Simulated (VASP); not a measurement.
# Sr (P6_3/mmc) in VASP: further runs, part 2 of 2

VASP 6.6.1. Earlier steps stand in the parts before.

### Step 3. Single point, PBEsol

Input file INCAR:

```
PREC = Accurate
ENCUT = 520
EDIFF = 1E-6
ISMEAR = -1
SIGMA = 0.03
LREAL = False
LASPH = True
NELM = 100
ALGO = Fast
ISIF = 2
LWAVE = False
LCHARG = True
GGA = PS
LELF = True
LVHAR = True
NBANDS = 17
```

Input file KPOINTS:

```
regular mesh
0
Gamma
  9 9 5
```

Input file POSCAR:

```
Sr
1.0
    4.3100002207      0.0000000000      0.0000000000
   -2.1550001104      3.7325696814      0.0000000000
    0.0000000000      0.0000000000      7.0500000000
Sr
2
Direct
    0.3333333333      0.6666666667      0.2500000000
    0.6666666667      0.3333333333      0.7500000000
```

Potentials or basis: VASP PAW PBE potentials, release 64 (Sr_sv).

Run with:

```bash
$ cat potpaw_PBE.64/Sr_sv/POTCAR > POTCAR
$ mpirun -np 1 vasp_std > vasp.out
```

OUTCAR:

```text
PREC = Accurate
   ENCUT = 520
   EDIFF = 1E-6
   ISMEAR = -1
   LREAL = False
   LASPH = True
   NELM = 100
   ISIF = 2
   GGA = PS

 ion  position               nearest neighbor table
   1  0.333  0.667  0.250-   2 4.31   2 4.31   2 4.31   2 4.31   2 4.31   2 4.31
   2  0.667  0.333  0.750-   1 4.31   1 4.31   1 4.31   1 4.31   1 4.31   1 4.31

  LATTYP: Found a hexagonal cell.
 ALAT       =     4.3100002207
 C/A-ratio  =     1.6357307747

  Lattice vectors:

 A1 = (   4.3100002207,   0.0000000000,   0.0000000000)
 A2 = (  -2.1550001104,   3.7325696814,   0.0000000000)
 A3 = (   0.0000000000,   0.0000000000,   7.0500000000)

Analysis of symmetry for initial positions (statically):
=====================================================================
 Subroutine PRICEL returns:
 Original cell was already a primitive cell.

 Routine SETGRP: Setting up the symmetry group for a
 hexagonal supercell.

 Subroutine GETGRP returns: Found 24 space group operations
 (whereof 12 operations were pure point group operations)
 out of a pool of 24 trial point group operations.

The static configuration has the point symmetry D_3d.
 The point group associated with its full space group is D_6h.

Analysis of symmetry for dynamics (positions and initial velocities):
=====================================================================
 Subroutine PRICEL returns:
 Original cell was already a primitive cell.

 Routine SETGRP: Setting up the symmetry group for a
 hexagonal supercell.

 Subroutine GETGRP returns: Found 24 space group operations
 (whereof 12 operations were pure point group operations)
 out of a pool of 24 trial point group operations.

The dynamic configuration has the point symmetry D_3d.
 The point group associated with its full space group is D_6h.

 Subroutine INISYM returns: Found 24 space group operations
 (whereof 12 operations are pure point group operations),
 and found     1 'primitive' translations

----------------------------------------------------------------------------------------

                                     Primitive cell

  volume of cell :     113.4160

  direct lattice vectors                    reciprocal lattice vectors
     4.310000221  0.000000000  0.000000000     0.232018550  0.133955972  0.000000000
    -2.155000110  3.732569681  0.000000000     0.000000000  0.267911944  0.000000000
     0.000000000  0.000000000  7.050000000     0.000000000  0.000000000  0.141843972

  length of vectors
     4.310000221  4.310000221  7.050000000     0.267911944  0.267911944  0.141843972

  position of ions in fractional coordinates (direct lattice)
     0.333333333  0.666666667  0.250000000
     0.666666667  0.333333333  0.750000000

  ion indices of the primitive-cell ions
   primitive index   ion index
                 1           1
                 2           2

----------------------------------------------------------------------------------------

 KPOINTS: regular mesh

Automatic generation of k-mesh.
 Grid dimensions read from file:
 generate k-points for:    9    9    5

 Generating k-lattice:

  Cartesian coordinates                     Fractional coordinates (reciprocal lattice)
     0.025779839  0.014883997  0.000000000     0.111111111  0.000000000  0.000000000
     0.000000000  0.029767994  0.000000000     0.000000000  0.111111111  0.000000000
     0.000000000  0.000000000  0.028368794     0.000000000  0.000000000  0.200000000

  Length of vectors
     0.029767994  0.029767994  0.028368794

  Shift w.r.t. Gamma in fractional coordinates (k-lattice)
     0.000000000  0.000000000  0.000000000

 Subroutine IBZKPT returns following result:
 ===========================================

 Found     36 irreducible k-points:

 Following reciprocal coordinates:
            Coordinates               Weight
  0.000000  0.000000  0.000000      1.000000
  0.111111 -0.000000  0.000000      6.000000
  0.222222  0.000000  0.000000      6.000000
  0.333333 -0.000000  0.000000      6.000000
  0.444444  0.000000  0.000000      6.000000
  0.111111  0.111111  0.000000      6.000000
[... 16 lines left out ...]
  0.333333  0.222222  0.200000     24.000000
  0.333333  0.333333  0.200000      4.000000
 [... further k-points ...]
   k-points           NKPTS =     36   k-points in BZ     NKDIM =     36   number of bands    NBANDS=     17
   number of dos      NEDOS =    301   number of ions     NIONS =      2
   total plane-waves  NPLWV =  55296
   dimension x,y,z NGX =    32 NGY =   32 NGZ =   54
   dimension x,y,z NGXF=    64 NGYF=   64 NGZF=  108
   ions per type =               2
   NGX,Y,Z   is equivalent  to a cutoff of  12.34, 12.34, 12.73 a.u.
   NGXF,Y,Z  is equivalent  to a cutoff of  24.69, 24.69, 25.47 a.u.
 SYSTEM =  unknown system
   PREC   = accura    normal or accurate (medium, high low for compatibility)
   ISTART =      0    job   : 0-new  1-cont  2-samecut
   ICHARG =      2    charge: 1-file 2-atom 10-const
   ISPIN  =      1    spin polarized calculation?
   LNONCOLLINEAR =      F non collinear calculations
   LSORBIT =      F    spin-orbit coupling
   LASPH  =      T    aspherical Exc in radial PAW
   ENCUT  =  520.0 eV  38.22 Ry    6.18 a.u.   8.01  8.01 13.11*2*pi/ulx,y,z
   NELM   =    100;   NELMIN=  2; NELMDL= -5     # of ELM steps
   EDIFF  = 0.1E-05   stopping-criterion for ELM
   LREAL  =      F    real-space projection
   EDIFFG = 0.1E-04   stopping-criterion for IOM
   NSW    =      0    number of steps for IOM
   IBRION =     -1    ionic relax: 0-MD 1-quasi-New 2-CG
   NFREE  =      0    steps in history (QN), initial steepest desc. (CG)
   ISIF   =      2    stress and relaxation
   ISYM   =      2    0-nonsym 1-usesym 2-fastsym
   POTIM  = 0.5000    time-step for ionic-motion
   TEBEG  =    0.0;   TEEND  =   0.0 temperature during run
   PSTRESS=    0.0 pullay stress
   NELECT =      20.0000    total number of electrons
   NUPDOWN=      -1.0000    fix difference up-down
   EMIN   =  10.00;   EMAX   =-10.00  energy-range for DOS
   EFERMI =   0.00;   METHOD = LEGACY
   ISMEAR =    -1;   SIGMA  =   0.03  broadening in eV -4-tet -1-fermi 0-gaus
   EFERMI_NEDOS =   21; number of points for ismear=-14 and -15
   IALGO  =     68    algorithm
   IMIX   =      4    mixing-type and parameters
     AMIX     =   0.40;   BMIX     =  1.00
     AMIX_MAG =   1.60;   BMIX_MAG =  1.00
  volume/ion in A,a.u.               =      56.71       382.68
  Fermi-wavevector in a.u.,A,eV,Ry     =   0.918037  1.734838 11.466873  0.842791
  Thomas-Fermi vector in A             =   2.043073
   LORBIT       =      0    0 simple, 1 ext, 2 COOP (PROOUT), +10 PAW based schemes
   GGA     = PS    functional components
   LHFCALC =     F    Hartree Fock is set to
   AEXX    =    0.0000 exact exchange contribution
   IVDW    =     0    specifies the selected vdW correction
   LEPSILON=     F    determine dielectric tensor
   LRPA    =     F    only Hartree local field effects (RPA)
 non-spin polarized calculation
 RMM-DIIS sequential band-by-band and
  energy-cutoff  :      520.00
  volume of cell :      113.42
 maximum number of plane-waves:      3072
   NGX = 17   NGY = 17   NGZ = 27

 number of electron      20.0000000 magnetization

 Free energy of the ion-electron system (eV)
  ---------------------------------------------------
  ext. energy  EPLUGINS =         0.00000000
  ---------------------------------------------------
  free energy    TOTEN  =        -3.64726146 eV

  energy without entropy =       -3.63949145  energy(sigma->0) =       -3.64337646

 E-fermi :   1.4192     XC(G=0):  -7.3379

 val. band max:        1.4135550489   @ k =   0.1111  -0.0000   0.0000
 cond. band min:       1.4224893091   @ k =   0.2222   0.1111   0.0000
 fundamental gap:      0.0089342602
 Fermi energy:         1.4191778497

 k-point     1 :       0.0000    0.0000    0.0000
  band No.  band energies     occupation
      1     -35.2035      2.00000
      2     -35.1914      2.00000
      3     -17.2851      2.00000
      4     -17.1343      2.00000
      5     -17.1343      2.00000
      6     -17.1099      2.00000
[... 9 lines left out ...]
     16       4.0507      0.00000
     17       4.5553      0.00000
[... 441 lines left out ...]
 k-point    24 :       0.3333    0.3333    0.2000
  band No.  band energies     occupation
      1     -35.1883      2.00000
      2     -35.1883      2.00000
      3     -17.2373      2.00000
      4     -17.2330      2.00000
      5     -17.2330      2.00000
      6     -17.1954      2.00000
[... 9 lines left out ...]
     16       5.2200      0.00000
     17       5.2405      0.00000

 [... further k-points ...]

------------------------ aborting loop because EDIFF is reached ----------------------------------------

  FORCE on cell =-STRESS in cart. coord.  units (eV):
  Direction    XX          YY          ZZ          XY          YZ          ZX
  --------------------------------------------------------------------------------------
  -------------------------------------------------------------------------------------
  Total       -0.5968879     -0.5968879     -0.5289652      0.0000000     -0.0000000      0.0000000
  in kB       -8.4319690     -8.4319690     -7.4724552      0.0000000     -0.0000000      0.0000000
  external PRESSURE =      -8.1121311 kB  Pullay stress =       0.0000000 kB

 VOLUME and BASIS-vectors are now :
 -----------------------------------------------------------------------------
  energy-cutoff  :      520.00
  volume of cell :      113.42
      direct lattice vectors                 reciprocal lattice vectors
     4.310000221  0.000000000  0.000000000     0.232018550  0.133955972  0.000000000
    -2.155000110  3.732569681  0.000000000     0.000000000  0.267911944  0.000000000
     0.000000000  0.000000000  7.050000000     0.000000000  0.000000000  0.141843972

 POSITION                                       TOTAL-FORCE (eV/Angst)
 -----------------------------------------------------------------------------------
     -0.00000      2.48838      1.76250         0.000000     -0.000000      0.000000
      2.15500      1.24419      5.28750        -0.000000      0.000000      0.000000
 -----------------------------------------------------------------------------------
    total drift:                               -0.000000      0.000000     -0.000000

  FREE ENERGIE OF THE ION-ELECTRON SYSTEM (eV)
  ---------------------------------------------------
  free  energy   TOTEN  =        -3.6472614614 eV

  energy  without entropy=       -3.6394914501  energy(sigma->0) =       -3.64337646
```

OSZICAR:

```text
N       E                     dE             d eps       ncg     rms          rms(c)
DAV:   1     0.105025591316E+03    0.10503E+03   -0.92639E+03  1232   0.978E+02
DAV:   2     0.482049314036E+01   -0.10021E+03   -0.98678E+02  1572   0.228E+02
DAV:   3    -0.346890576245E+01   -0.82894E+01   -0.82674E+01  2222   0.459E+01
DAV:   4    -0.364547035046E+01   -0.17656E+00   -0.17644E+00  1695   0.636E+00
DAV:   5    -0.365076960720E+01   -0.52993E-02   -0.52988E-02  1980   0.767E-01    0.165E+01
RMM:   6    -0.364825716312E+01    0.25124E-02   -0.11788E-02  1314   0.117E+00    0.932E+00
RMM:   7    -0.364675219359E+01    0.15050E-02   -0.24043E-02  1376   0.169E+00    0.380E-01
RMM:   8    -0.364705394616E+01   -0.30175E-03   -0.62293E-03  1621   0.470E-01    0.898E-02
RMM:   9    -0.364720216585E+01   -0.14822E-03   -0.12111E-03  1999   0.137E-01    0.873E-02
RMM:  10    -0.364724674056E+01   -0.44575E-04   -0.34069E-04  1898   0.774E-02    0.128E-01
RMM:  11    -0.364725723391E+01   -0.10493E-04   -0.11800E-04  1958   0.415E-02    0.177E-02
RMM:  12    -0.364725948521E+01   -0.22513E-05   -0.25950E-05  1681   0.167E-02    0.402E-03
RMM:  13    -0.364726121471E+01   -0.17295E-05   -0.12215E-05  1545   0.110E-02    0.131E-03
RMM:  14    -0.364726146138E+01   -0.24667E-06   -0.43365E-06  1355   0.613E-03
   1 F= -.36472615E+01 E0= -.36433765E+01  d E =-.777001E-02
```

It took 47 s on 1 thread of AMD EPYC 9R45 (Zen 5), shared host; peak memory 0.21 GiB.

Results:

```
Free energy            : -3.6473 eV
Pressure               : -0.8 GPa
Band gap on the k mesh : none (metal or under the smearing width)
```

Caveat: the PAW data sets were made with another functional, which shifts forces and pressure a little.

### Step 4. Single point, PBE

Input file INCAR:

```
PREC = Accurate ; ENCUT = 520
EDIFF = 1E-7 ; ISMEAR = -1
SIGMA = 0.03 ; LREAL = F
LASPH = T ; NELM = 100
ALGO = Fast ; ISIF = 2
LWAVE = F ; LCHARG = F
GGA = PE ; NBANDS = 17
```

Input file KPOINTS:

```
Automatic mesh
0
Gamma
  9 9 5
```

POSCAR is that of step 3.

Run with:

```bash
$ cat potpaw_PBE.64/Sr_sv/POTCAR > POTCAR
$ mpirun -np 1 vasp_std > vasp.out
```

Run time: 34 s. Hardware: 1 thread of Intel Xeon 6975P-C (Granite Rapids), shared host; peak memory 0.25 GiB.

The run converged. Its results:

```yaml
Free_energy: -3.2671 eV
Pressure: -0.2 GPa
Band_gap_on_the_k_mesh: none (metal or under the smearing width)
```

Stress tensor (GPa, compression positive):
```
-0.29  0.00  0.00
 0.00 -0.29  0.00
 0.00  0.00 -0.17
```

Levels at points of the mesh, in eV from the Fermi level:
```
           k point  band 8  band 9  band 10  band 11  band 12  band 13
(0.00, 0.00, 0.00)  -18.59   -3.62    -1.14     0.00     2.25     2.25
```
